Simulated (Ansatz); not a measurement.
W: do energies and stresses tell the same story?

Method: DFT PBEsol, scalar-relativistic, plane waves, PAW (Ansatz 0.2.0).

Settings: cutoff 420 eV, Γ-centred mesh 18×18×18 on the computed 1-atom cell, Gaussian smearing of 0.10 eV; no spin polarisation.

Relaxed cell: Im-3m, a = 3.154 Å, b = 3.154 Å, c = 3.154 Å, α = 90.00°, β = 90.00°, γ = 90.00°, 1 atom in the primitive cell.

Energies at zero smearing and pressures from the stress tensor, at volumes with shape and atoms relaxed:
```tsv
V (Å³/atom)	E − E(first) (meV/atom)	P (GPa)
13.810	0.00	53.57
14.280	-132.57	37.06
14.751	-220.13	22.86
15.222	-269.02	10.60
15.693	-284.23	0.00
16.164	-270.51	-9.06
16.634	-232.15	-16.78
17.262	-148.94	-25.29
```

Q: Check P = −dE/dV between neighbouring volumes, and get the bulk modulus from the pressures alone.

A: With 1 eV/Å³ = 160.2 GPa:
| middle V (Å³/atom) | −ΔE/ΔV (GPa) | mean P (GPa) |
| --- | --- | --- |
| 14.045 | 45.117 | 45.315 |
| 14.516 | 29.798 | 29.964 |
| 14.987 | 16.637 | 16.732 |
| 15.457 | 5.179 | 5.301 |
| 15.928 | -4.671 | -4.529 |
| 16.399 | -13.056 | -12.921 |
| 16.948 | -21.237 | -21.036 |

The two differ by 0.20 GPa at most. The mean of two end pressures misses the average over a step by about ΔV² P″/12, up to 0.19 GPa here; with that taken off 0.07 GPa remains. The stress is the derivative of the free energy, not of the energy at zero smearing, and with free energies 0.02 GPa remains. Around V = 15.693 Å³/atom, the two neighbours give B = −V ΔP/ΔV = 15.693 × 19.66 / 0.942 = 327.7 GPa, against B0 = 324.9 GPa from the Birch–Murnaghan fit of the energies.

Spin–orbit coupling is left out, which can shift energies with elements as heavy as these.